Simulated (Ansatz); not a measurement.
ZrS2 (P-3m1) from a database structure (r2SCAN+rVV10 geometry), in Ansatz:

```yaml
crystal:
  lattice:
    - [3.67436, 0.00000, 0.00000]
    - [-1.83718, 3.18209, 0.00000]
    - [0.00000, 0.00000, 5.85714]
  atoms:
    - { symbol: Zr, position: [0.00000, 0.00000, 0.00000] }
    - { symbol: S, position: [0.66667, 0.33333, 0.75376] }
    - { symbol: S, position: [0.33333, 0.66667, 0.24624] }
```

G0W0@PBE with 257 empty bands, a screening cutoff of 140 eV and a 6×6×2 mesh (PAW, contour deformation) gives 1.754 eV over the mesh points, from a PBE gap of 0.879 eV; it sums over 269 bands with 263 plane waves in the screening and a wave cutoff of 420 eV. G0W0 values are finite-basis, finite-mesh values. Calculated for a static, non-magnetic cell.

Task: Estimate the gap with starting point HSE06.

Result: 2.064 eV (+0.310 eV), from a Kohn-Sham gap of 1.680 eV.

Task: Another run gave a Kohn-Sham gap of 0.882 eV and a G0W0 gap of 1.741 eV, summing over 269 bands with 263 plane waves in the screening and a wave cutoff of 898 eV. What was changed?

Result: Potentials of the kind norm-conserving. The wave cutoff gives it away.

Task: Estimate the gap with empty bands 111, screening cutoff 80 eV.

Result: 1.672 eV (-0.082 eV), from a Kohn-Sham gap of 0.879 eV.

Task: Estimate the gap with mesh 6×6×4, empty bands 111, screening cutoff 80 eV.

Result: 1.672 eV (-0.082 eV), from a Kohn-Sham gap of 0.881 eV.
